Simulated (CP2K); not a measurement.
**C in CP2K: the effect of functional**

C:

```
C
1.0
     8.40413    0.00000    0.00000
     8.04222    2.43968    0.00000
     8.04222    1.19300    2.12810
C
4
Direct
  0.08717 0.08717 0.08717
  0.75385 0.75385 0.75385
  0.24615 0.24615 0.24615
  0.91283 0.91283 0.91283
```

This isn't the form of C at room conditions, which is graphite.

Alike in all runs:

```yaml
Program: CP2K 2026.2
Task: single point
Potentials_or_basis: POTENTIAL_UZH C GTH-PBE-q4; TZVP-MOLOPT-PBE-GTH basis
Density_cutoff: 9184 eV
k_mesh: 12 × 12 × 12
Occupations: fermi-dirac, width 0.05 eV
Spin: no spin polarisation
```

```csv
functional,gap on the mesh (eV),pressure (GPa)
PBE,0.18,1.0
LDA,0.20,0.2
PBEsol,0.19,0.3
HLE16,0.12,-37.4
M06-L,?,?
```

Q: What does the run with functional M06-L give?

A: gap on the mesh 0.18 eV; pressure -1.8 GPa.

Caveats: the basis of atomic orbitals isn't converged, which shifts pressures, moduli and gaps; the potentials were made for another functional, which shifts forces and pressure (some runs); the potentials were made for a functional far from this one (some runs); the cell as given lies far from equilibrium (some runs).

A k mesh can miss the band edges.
